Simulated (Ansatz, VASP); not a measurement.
# Sn: VASP beside Ansatz

```
CELL_PARAMETERS angstrom
-1.87037 1.87037 1.87037
1.87037 -1.87037 1.87037
1.87037 1.87037 -1.87037
ATOMIC_POSITIONS crystal
Sn 0.00000 0.00000 0.00000
```

The cell was built by a generator and needn't be a form met in nature.

Alike in both runs: task single point; functional PBE; k mesh 7 × 7 × 7; occupations fermi-dirac, width 0.0571 eV; collinear spin.

|  | VASP | Ansatz |
| --- | --- | --- |
| version | VASP 6.6.1 | Ansatz 0.2.0 |
| potentials or method | VASP PAW PBE potentials, release 64 (Sn_d) | PAW plane waves |
| plane-wave cutoff (eV) | 520 | 420 |
| valence electrons in the cell | 14 | 14 |

```tsv
	VASP	Ansatz	Ansatz less VASP
gap on the k mesh at the Fermi level (eV)	none	none	-
pressure (GPa)	3.3	3.4	+0.05
net moment per atom (μB)	0.00	0.00	0.000
```

A gap of «none» marks a metal or a gap that the smearing closes. The functional is the same, so the differences come from potentials, cutoffs and numerics. Ansatz warned: «seeded_moment_not_kept».
